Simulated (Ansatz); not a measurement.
CsSnI3, 5 atoms in the cell. It takes space group Pm-3m (No. 221, cubic). Conventional cell: a = 6.206 Å, b = 6.206 Å, c = 6.206 Å, α = 90.00°, β = 90.00°, γ = 90.00°. Cs (site symmetry m-3m) has 12 I at 4.39 Å as nearest neighbours. Around I (site symmetry 4/mmm) lie 2 Sn at 3.10 Å. Around Sn (site symmetry m-3m) lie 6 I at 3.10 Å. 

* Program: Ansatz 0.2.0
* Task: band structure
* Functional: PBE0
* Potentials or basis: Ansatz PAW
* Cutoff: 420 eV (not typed: the program's choice for these potentials)
* k mesh: 4 × 4 × 4
* Occupations: fermi-dirac, width 0.05 eV
* Spin: no spin polarisation
* Path: [["G", "X", "M", "G", "R", "X"], ["M", "R"]]
* Points for each segment of the path: 4

Hardware: 1 × NVIDIA H100 80GB HBM3 with 2 threads of AMD EPYC 7R13 Processor (Zen 3), with other jobs on the host.

Estimate the wall time of this run.

Wall time 2.2 min on 1 × NVIDIA H100 80GB HBM3 with 2 threads of AMD EPYC 7R13 Processor (Zen 3), on a shared host, peak memory 4.4 GiB. Counts: scf iterations 16, plane waves 4697, k points 10, bands 49.
